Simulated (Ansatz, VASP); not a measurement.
## Te2Mo in two plane-wave programs

Aim: how closely do two programs agree when they are given the same cell, functional and k mesh? The structure shown is the start of the Ansatz relaxation below; VASP solves that cell, so the two are compared at the walk's first step.

Method: plane waves, with VASP 6.6.1 beside it; single point at PBE, in Ansatz 0.2.0.

### 1. The starting structure

The cell holds 3 atoms: 2 Te and 1 Mo. Its edges and angles: a = 3.518 Å, b = 6.094 Å, c = 31.010 Å, α = 90.0°, β = 90.0°, γ = 30.0°. It derives from Te2Mo. As first built, before any earlier steps moved the atoms (in the runner's words): one layer cut from layered Te2Mo (space group P6_3/mmc). Vacuum lies along c. The height across the vacuum is the one that the program set for its solve, not the one typed.

### 2. Ansatz: relaxation, PBE

Ansatz runs on its default PAW (the set named soft_2) files.

The two programs are compared at the cell with which this relaxation starts, whose forces are those of its first step.

File input.yaml:

```yaml
crystal:
  lattice:
    - [3.5182, 0.0, 0.0]
    - [5.2773, 3.04685058, 0.0]
    - [0.0, 0.0, 19.6051888]
  atoms:
    - { symbol: Te, position: [0.0, 0.0, 0.59194476] }
    - { symbol: Te, position: [0.0, 0.0, 0.40805524] }
    - { symbol: Mo, position: [0.0, 0.66666667, 0.5] }
  periodic: [true, true, false]
kpoints:
  mp_grid: { grid: [15, 15, 1] }
scf:
  occupations: { method: fermi_dirac, width: 0.05 }
hamiltonian:
  xc: pbe
  pseudopotentials: { kind: paw }
output:
  forces: true
  stress: true
relax:
  f_tol: 0.02
  max_steps: 50
  cell: {}
```

Launch:

```console
> ansatz run input.yaml --threads 4 --pin off --max-ram 8192MiB --backend cpu --events-out ev --progress --plain --runs-dir out
```

Numbers of over 12 decimals in the logs are rounded to 6 here.

The log of the run:

```text
Warning: crystal.periodic: the lattice vector that does not repeat stood 0.000° off the slab's normal, 19.605 Å along it as the deck builds it. The run solves the slab on a vector along the normal, 31.010 Å long, with every atom where it was (on the deck's vector they left 16.00 Å outside them, and the widest stretch free of ions among them is 1.80 Å). A fractional position that the run reports is one of the run's ce [...]
crystal.periodic: the lattice vector that does not repeat stood 0.000° off the slab's normal, 19.605 Å along it as the deck builds it. The run solves the slab on a vector along the normal, 31.010 Å long, with every atom where it was (on the deck's vector they left 16.00 Å outside them, and the widest stretch free of ions among them is 1.80 Å). A fractional position that the run reports is one of the run's cell, which [...]
Engine: ansatz 0.2.0, aarch64-unknown-linux-gnu
Pseudopotentials: kind: paw
Pseudopotential: Te, paw, valence charge 16, recommended cutoff 420 eV (normal), Te.paw.azcp
Pseudopotential: Mo, paw, valence charge 14, recommended cutoff 420 eV (normal), Mo.paw.azcp
Functional definition: PBE
  parameter kappa = 0.804
  parameter beta = 0.066725
  exchange = pbe_x(kappa = kappa, mu = beta*pi^2/3)
  correlation = pbe_c(beta = beta)
Crystal: 3 atoms, lattice volume = 332.414 Å³
Basis set: ecut = 420 eV, 6433 PW (Γ), exchange–correlation on 48×90×432 points (8 copies of the dense FFT grid, shifted against one another)
Bands: 28, of which v1, the nominal top of the filled ones, is band 23 counted from 1 (22 counted from 0)
Symmetry: 12 space group operations
Space group: P-6m2 (ITA 187), of the structure as read, at distance tolerance 6.9e-5 Å
k-points: 27 of 225 (time reversal used)
Non-local potential: Te, projectors of the file, l = 0: 2, l = 1: 2, l = 2: 2, l = 3: 2
Non-local potential: Mo, projectors of the file, l = 0: 3, l = 1: 2, l = 2: 2, l = 3: 1
PAW form: soft (Blöchl's): semilocal exchange-correlation on the pseudo side does not see the compensation charge
PAW one-centre angular grid: Te, 590 points (default); XC on 64 Gauss nodes
PAW one-centre angular grid: Mo, 590 points (default); XC on 64 Gauss nodes
Initial density: superposition of atomic densities (neutral atoms: chi_scale 0, normalization atom), corrected by the library's trained network
Initial wavefunctions: pseudopotential atomic-orbital guess
Functional: x = pbe(κ = 0.804, μ = 0.219515), c = pbe(β = 0.066725)
SCF iter   1: F=—  HF=-18916.708157 eV  |F-HF|=—  |Δ(HF+E_count)|=         —  Δρ=2.31e-3  dr2=6.76e-3  ethr=1.77e-3  ⟨swp⟩=16.1  Hψ=5725  notcnv=0
preconditioner: auto → Resta (q_TF=auto, 1.962 Å⁻¹)  ε∞=2.4  [insulator: Δε(μ)=1.161 eV  Ē_g=7.281 eV  σ=0.050 eV  W_gap=1.00  n_scr=18 (ndim 8)  ℏωp=8.6 eV  f_vac=0.751  D(μ)=0.00/eV (n_scr^D=0)  ε∞_Penn≈2.4  vacuum switching on, ρ_ref=3.8e-3 e/Å³]
[...]
SCF iter   2: F=—  HF=-18916.732783 eV  |F-HF|=—  |Δ(HF+E_count)|=   2.44e-3  Δρ=1.99e-3  dr2=4.38e-2  ethr=4.03e-5  ⟨swp⟩=3.2  Hψ=1327  notcnv=0
SCF iter   3: F=—  HF=-18916.728264 eV  |F-HF|=—  |Δ(HF+E_count)|=   4.52e-3  Δρ=5.72e-4  dr2=1.45e-3  ethr=4.03e-5  ⟨swp⟩=2.7  Hψ=1128  notcnv=0
SCF iter   4: F=—  HF=-18916.727992 eV  |F-HF|=—  |Δ(HF+E_count)|=   2.72e-4  Δρ=1.40e-4  dr2=1.86e-4  ethr=3.14e-6  ⟨swp⟩=3.2  Hψ=1474  notcnv=0
SCF iter   5: F=—  HF=-18916.727975 eV  |F-HF|=—  |Δ(HF+E_count)|=   1.66e-5  Δρ=1.79e-5  dr2=1.07e-6  ethr=4.03e-7  ⟨swp⟩=3.1  Hψ=1307  notcnv=0
SCF iter   6: F=—  HF=-18916.728058 eV  |F-HF|=—  |Δ(HF+E_count)|=   8.29e-5  Δρ=8.16e-6  dr2=5.80e-7  ethr=2.33e-9  ⟨swp⟩=3.9  Hψ=1695  notcnv=0
SCF iter   7: F=—  HF=-18916.728058 eV  |F-HF|=—  |Δ(HF+E_count)|=   1.39e-8  Δρ=2.08e-6  dr2=1.61e-8  ethr=1.26e-9  ⟨swp⟩=3.4  Hψ=1537  notcnv=0
SCF iter   8: F=—  HF=-18916.728058 eV  |F-HF|=—  |Δ(HF+E_count)|=   1.43e-9  Δρ=3.08e-7  dr2=6.25e-10  ethr=3.50e-11  ⟨swp⟩=3.3  Hψ=1639  notcnv=0
SCF iter   9: F=—  HF=-18916.728058 eV  |F-HF|=—  |Δ(HF+E_count)|=   2.05e-9  Δρ=1.49e-7  dr2=1.86e-10  ethr=1.36e-12  ⟨swp⟩=3.7  Hψ=1697  notcnv=0
SCF iter  10: F=-18916.728058 eV  HF=-18916.728058 eV  |F-HF|=1.42e-10  |Δ(HF+E_count)|=  1.56e-10  Δρ=2.15e-8  dr2=2.48e-12  ethr=1.00e-12  ⟨swp⟩=9.7  Hψ=5103  notcnv=0
SCF 3 converged in 10 iterations: F = -18916.728058 eV  dr2 = 2.48e-12
relax step   3: F+E_penalty+E_count = -18916.72805824 eV  Δ(F+E_penalty+E_count) = -1.120e-2 eV  max|allowed force component| = 8.048e-3 eV/Å  Δτ_max = 0.0103 Å  P = +0.447 N/m  Ω = 336.583 Å³  energy of the carried Pulay correction = -1.807e-4 eV  fix = [c, alpha, beta]  reactions: c +0.000 N/m  (10 SCF iters, accepted)
[...]
relax step   4: F+E_penalty+E_count = -18916.72898206 eV  Δ(F+E_penalty+E_count) = -9.238e-4 eV  max|allowed force component| = 3.054e-2 eV/Å  Δτ_max = 0.0086 Å  P = -0.047 N/m  Ω = 340.112 Å³  energy of the carried Pulay correction = -3.320e-4 eV  fix = [c, alpha, beta]  reactions: c -0.000 N/m  (6 SCF iters, dr2 threshold 2.70e-7 eV, accepted)
[...]
relax step   5: F+E_penalty+E_count = -18916.72915637 eV  Δ(F+E_penalty+E_count) = -1.743e-4 eV  max|allowed force component| = 2.738e-3 eV/Å  Δτ_max = 0.0038 Å  P = -0.008 N/m  Ω = 339.422 Å³  energy of the carried Pulay correction = -3.025e-4 eV  fix = [c, alpha, beta]  reactions: c -0.000 N/m  (5 SCF iters, dr2 threshold 5.83e-8 eV, accepted)
[...]
relax step   6: F+E_penalty+E_count = -18916.72944984 eV  Δ(F+E_penalty+E_count) = -2.935e-4 eV  max|allowed force component| = 2.744e-3 eV/Å  Δτ_max = 0.0000 Å  P = -0.009 N/m  Ω = 339.422 Å³  fix = [c, alpha, beta]  reactions: c -0.000 N/m  stress off target by 9.36e-3 N/m on what of the cell is left free  SCF on the basis re-selected at this cell (its energy is not comparable with the rows above)  (7 SCF iters)
basis re-selected at this cell: Δ(F+E_penalty+E_count) = -2.935e-4 eV, ΔP = -0.001 N/m vs the last step (what re-selecting the basis moved, of the pressure what is left beyond the Pulay correction that the steps carried, after the strain that the cell walked since its last selection, with what the two solves' SCF thresholds leave and, on support functions, any second-order correction that the steps lacked; it is no m [...]
SCF converged after 7 iterations
Free energy (F): -18916.729450 eV
Harris-Foulkes:  -18916.729450 eV  (|F-HF|=2.58e-9)
Internal energy: -18916.729449 eV  (E = F + TS)
E sigma→0 (E₀):  -18916.729449 eV
Entropy (-TS):   -0.000001 eV (-0.000 meV/atom)
Fermi energy:    -4.325599 eV
--- Per-component energies (eV) ---
  E_band       = -1360.350955
  E_kinetic    = 802.718187
  E_local      = -106798.827365  (includes V_loc(G=0)·N_el)
  E_nonlocal   = -476.426930
  E_hartree    = 53227.257500
  E_xc         = -431.949283
  E_vxc        = -437.150376  (∫ρ·V_xc dr)
  E_paw        = -12526.918778  (= ΣΔE_a)
  E_vpaw       = -905.178716  (= ΣTr[D̂ρ^β])
  E_aug_tail   = -0.000323  (compensation charges beyond the density's cutoff)
  E_ewald      = 47287.417543
  E_smearing   = -0.000001  (= −TS)
  E_closure    = -0.000000  (closes the sum)
  Σ components = -18916.729450   (vs F -18916.729450, Δ=0.00e0)
--- Forces (eV/Å), atoms counted from 1 ---
  atom   1  Te    -0.00000000     0.00000000    -0.00274397
  atom   2  Te    -0.00000000     0.00000000     0.00274397
  atom   3  Mo     0.00000000    -0.00000000     0.00000000
  max |Σ_I F_I| component: 6.94e-18 eV/Å
--- 2D stress c σ (N/m, compression-positive) ---
       -0.009358       0.000000       0.000000
       -0.000000      -0.009358       0.000000
        0.000000       0.000000       0.000000
  P = ½ c Tr σ = -0.0094 N/m
--- Relaxed structure (5 steps of the walk, 4 accepted, 1 SCFs on fresh bases) ---
  F+E_penalty+E_count = -18916.72944984 eV   max|allowed force component| = 2.744e-3 eV/Å   (the final SCF, on the basis selected at the relaxed cell)
  cell:  # Å, volume = 339.4217 Å³
    - [3.555093, -9.947280208534625e-17, 0.0]
    - [5.332640, 3.078801, 0.0]
    - [0.0, 0.0, 31.010378]
  atoms:
    - { symbol: Te, position: [0.0, -1.8503717214949375e-17, 0.374413] }
    - { symbol: Te, position: [0.0, -1.8503717214949375e-17, 0.257800] }
    - { symbol: Mo, position: [2.220446049250313e-16, 0.666667, 0.316107] }
```

### 3. VASP: single point, PBE, start cell

The same cell, functional, mesh and smearing now go to VASP, with its own data sets.

Lines of VASP's logs that name or quote its potential files are left out, and so is its time.

File INCAR:

```
SYSTEM = Te2Mo
PREC = Accurate
ENCUT = 400
EDIFF = 1E-06
NELM = 120
ISMEAR = -1
SIGMA = 0.05
LREAL = .FALSE.
ALGO = Normal
GGA = PE
NBANDS = 19
LASPH = .TRUE.
LORBIT = 11
LWAVE = .FALSE.
LCHARG = .FALSE.
ISIF = 2
LDIPOL = .TRUE.
IDIPOL = 3
DIPOL = 0.5 0.5 0.316
LVHAR = .TRUE.
GGA_COMPAT = .FALSE.
EFERMI = MIDGAP
NELMDL = -8
```

File POSCAR:

```
Te2Mo
1.0
    3.5182000000      0.0000000000      0.0000000000
    5.2773000000      3.0468510000      0.0000000000
    0.0000000000      0.0000000000     31.0103780000
Te Mo
2 1
Direct
    0.0000000000      0.0000000000      0.3742356510
    0.0000000000      0.0000000000      0.2579781517
    0.0000000000      0.6666666667      0.3161068852
```

File KPOINTS:

```
Automatic mesh
0
Gamma
15 15 1
0 0 0
```

Potentials, in the order of the species: Te and Mo_sv (PBE family, release 64).

Launch:

```console
> mpirun -np 1 vasp_std
```

The log of the run:

```text
[banner, memory and clock lines left out]
running    1 mpi-ranks, on    1 nodes
 distrk:  each k-point on    1 cores,    1 groups
 distr:  one band on    1 cores,    1 groups

 POSCAR found type information on POSCAR TeMo
 POSCAR found :  2 types and       3 ions
 LDA part: xc-table for (Slater+PW92), standard interpolation
 POSCAR, INCAR and KPOINTS ok, starting setup
 FFT: planning ... GRIDC
 FFT: planning ... GRID_SOFT
 FFT: planning ... GRID
 WAVECAR not read
 entering main loop
       N       E                     dE             d eps       ncg     rms          rms(c)
DAV:   1     0.120222892338E+03    0.12022E+03   -0.11091E+04  1442   0.814E+02
DAV:   2    -0.841647551595E+01   -0.12864E+03   -0.12648E+03  1471   0.176E+02
DAV:   3    -0.184689050822E+02   -0.10052E+02   -0.99848E+01  1469   0.443E+01
DAV:   4    -0.186672188076E+02   -0.19831E+00   -0.19771E+00  1452   0.644E+00
DAV:   5    -0.186696888523E+02   -0.24700E-02   -0.24697E-02  1343   0.799E-01
DAV:   6    -0.186697607836E+02   -0.71931E-04   -0.71930E-04  1492   0.107E-01
DAV:   7    -0.186697615703E+02   -0.78663E-06   -0.78656E-06  1369   0.114E-02
DAV:   8    -0.186697615882E+02   -0.17942E-07   -0.17441E-07  1103   0.151E-03    0.152E+01
DAV:   9    -0.182782655591E+02    0.39150E+00   -0.42666E+00  1069   0.119E+01    0.615E+00
DAV:  10    -0.182862078323E+02   -0.79423E-02   -0.46111E+00  1071   0.102E+01    0.460E+00
DAV:  11    -0.180129371713E+02    0.27327E+00   -0.13076E+00  1074   0.594E+00    0.141E+00
DAV:  12    -0.180164667698E+02   -0.35296E-02   -0.10705E-01  1262   0.177E+00    0.867E-01
DAV:  13    -0.180096812189E+02    0.67856E-02   -0.30423E-02  1164   0.101E+00    0.229E-01
DAV:  14    -0.180093510908E+02    0.33013E-03   -0.12925E-03  1362   0.215E-01    0.909E-02
[...]
DAV:  18    -0.180096481056E+02   -0.19209E-03   -0.40408E-05  1261   0.281E-02    0.592E-03
DAV:  19    -0.180097311512E+02   -0.83046E-04   -0.89464E-06  1215   0.101E-02    0.390E-03
DAV:  20    -0.180098042064E+02   -0.73055E-04   -0.37542E-06  1100   0.569E-03    0.248E-03
DAV:  21    -0.180098272714E+02   -0.23065E-04   -0.36007E-07  1006   0.187E-03    0.902E-04
DAV:  22    -0.180098410475E+02   -0.13776E-04   -0.38877E-07   991   0.144E-03    0.713E-04
DAV:  23    -0.180098461493E+02   -0.51019E-05   -0.83973E-08   893   0.833E-04    0.260E-04
DAV:  24    -0.180098491840E+02   -0.30347E-05   -0.53407E-08   820   0.594E-04    0.224E-04
DAV:  25    -0.180098500065E+02   -0.82246E-06   -0.63201E-09   731   0.328E-04
   1 F= -.18009850E+02 E0= -.18009850E+02  d E =-.627640E-06
```

From OUTCAR (step 3):

```text
ion  position               nearest neighbor table
   1  0.000  0.000  0.374-   3 2.72   3 2.72   3 2.72   2 3.61
   2  0.000  0.000  0.258-   3 2.72   3 2.72   3 2.72   1 3.61
   3  0.000  0.667  0.316-   2 2.72   2 2.72   2 2.72   1 2.72   1 2.72   1 2.72

  LATTYP: Found a hexagonal cell.
 ALAT       =     3.5182003675
 C/A-ratio  =     8.8142728555

 Subroutine GETGRP returns: Found 12 space group operations
 (whereof  6 operations were pure point group operations)

The static configuration has the point symmetry C_3v.
 The point group associated with its full space group is D_3h.

 Found     27 irreducible k-points:

   k-points           NKPTS =     27   k-points in BZ     NKDIM =     27   number of bands    NBANDS=     19

   dimension x,y,z NGX =    24 NGY =   40 NGZ =  210
   dimension x,y,z NGXF=    48 NGYF=   80 NGZF=  420

   ENCUT  =  400.0 eV  29.40 Ry    5.42 a.u.   5.74  9.94 50.57*2*pi/ulx,y,z

   NELECT =      26.0000    total number of electrons

 k-points in reciprocal lattice and weights: Automatic mesh
   0.00000000  0.00000000  0.00000000       0.004
   0.06666667  0.00000000  0.00000000       0.027
   0.13333333  0.00000000  0.00000000       0.027
   0.20000000  0.00000000  0.00000000       0.027
   0.26666667  0.00000000  0.00000000       0.027
   0.33333333  0.00000000  0.00000000       0.009
   0.40000000  0.00000000  0.00000000       0.027
   0.46666667  0.00000000  0.00000000       0.027
   0.00000000  0.06666667  0.00000000       0.027
[...]
0.33333333  0.26666667  0.00000000       0.053
   0.00000000  0.33333333  0.00000000       0.027

 dipolmoment           0.000000      0.000000      0.000002 electrons x Angstroem

 average (electrostatic) potential at core
       1 -96.1032       2 -96.1031       3 -83.3697

 E-fermi :  -1.4017

 k-point     1 :       0.0000    0.0000    0.0000
  band No.  band energies     occupation
    ...
      9      -3.6241      2.00000
     10      -3.6241      2.00000
     11      -2.8331      2.00000
     12      -2.8331      2.00000
     13      -2.4819      2.00000
     14       1.2045      0.00000
     15       1.2045      0.00000
     16       1.4971      0.00000
     17       1.4971      0.00000
     18       2.2233      0.00000
    ...

 k-point     2 :       0.0667    0.0000    0.0000
  band No.  band energies     occupation
    ...
      9      -4.0220      2.00000
     10      -3.4750      2.00000
     11      -3.1185      2.00000
     12      -2.6774      2.00000
     13      -2.4992      2.00000
     14       0.5428      0.00000
     15       0.5863      0.00000
     16       1.0708      0.00000
     17       1.3483      0.00000
     18       2.5042      0.00000
    ...

 k-point     3 :       0.1333    0.0000    0.0000
  band No.  band energies     occupation
    ...
      9      -4.6202      2.00000
     10      -4.0180      2.00000
     11      -3.2539      2.00000
     12      -2.6481      2.00000
     13      -2.6223      2.00000
     14      -0.3845      0.00000
     15       0.0200      0.00000
     16       0.1820      0.00000
     17       1.5244      0.00000
     18       3.0892      0.00000
    ...

  Total        0.9895986      0.9895988      0.8890331      0.0000000      0.0000000     -0.0000000
  in kB        4.7696976      4.7696989      4.2849889      0.0000000      0.0000000     -0.0000000
  external PRESSURE =       4.6081285 kB  Pullay stress =       0.0000000 kB

  energy-cutoff  :      400.00
  volume of cell :      332.41
      direct lattice vectors                 reciprocal lattice vectors
     3.518200000  0.000000000  0.000000000     0.284236257 -0.492311570  0.000000000
     5.277300000  3.046851000  0.000000000     0.000000000  0.328207713  0.000000000
     0.000000000  0.000000000 31.010378000     0.000000000  0.000000000  0.032247269

 POSITION                                       TOTAL-FORCE (eV/Angst)
 -----------------------------------------------------------------------------------
      0.00000      0.00000     11.60519        -0.000000     -0.000000      0.277367
      0.00000      0.00000      8.00000        -0.000000     -0.000000     -0.277367
      3.51820      2.03123      9.80259         0.000000      0.000000     -0.000000
 -----------------------------------------------------------------------------------
    total drift:                                0.000043      0.000003     -0.000461

  FREE ENERGIE OF THE ION-ELECTRON SYSTEM (eV)
  ---------------------------------------------------
  free  energy   TOTEN  =       -18.0098500065 eV

  energy  without entropy=      -18.0098493789  energy(sigma->0) =      -18.00984969

 vacuum level on the upper side and lower side of the slab         2.899         2.899

 total charge
# of ion       s       p       d       tot
------------------------------------------
    1        1.384   1.985   0.062   3.431
    2        1.384   1.985   0.062   3.431
    3        2.254   6.149   3.988  12.392
--------------------------------------------------
tot          5.022  10.119   4.112  19.253

[... 3 further parts left out ...]
```

This run has no spin polarisation, so a moment on Mo, if there is one, isn't seen.

### 4. Differences

Known differences besides the potentials themselves: Ansatz cuts the interaction across the vacuum, VASP repeats the sheet with a dipole correction; the data sets hold 46 valence electrons in Ansatz (on its default PAW (the set named soft_2) files) and 26 in VASP; the cutoff is 420 eV in Ansatz and 400 eV in VASP. Total energies have different zeros and are not compared.

Forces (eV/Å; atoms numbered as in POSCAR):

| atom | Ansatz x, y, z | VASP x, y, z |
| --- | --- | --- |
| Te1 | 0.000, 0.000, 0.262 | 0.000, 0.000, 0.277 |
| Te2 | 0.000, 0.000, -0.262 | 0.000, 0.000, -0.277 |
| Mo3 | 0.000, 0.000, 0.000 | 0.000, 0.000, 0.000 |

The forces differ by 7.1 meV/Å r.m.s., which is 5.4 % of the r.m.s. force of 0.131 eV/Å (both taken over all components). With vacuum in the cell, a pressure given here is an average over mostly empty space and none of the material.

### 5. Results

| Quantity | Value |
| --- | --- |
| r.m.s. force difference (single point, PBE, start cell) | 7.1 meV/Å |

**Reading.** The r.m.s. force difference is 7.1 meV/Å (single point, PBE, start cell), within the 12 meV/Å picked in this series as the mark of a large difference. The data sets hold unlike numbers of valence electrons (46 in Ansatz and 26 in VASP), so part of the differences comes from the potentials. How closely two codes agree says nothing of how well the functional describes the real material.

[Lines on the potential files, build, host, timing and source positions are cut from VASP's logs without a mark.]

[Logs are printed without paths, hosts, clocks, repeated set-up lines and the standing remarks that a program may print on its own settings, such as how far it seeks lower states.]

[Hosts, paths, dates, database ids (printed as entryN), source tags and the programs' standing remarks are cut or masked in the printed files.]
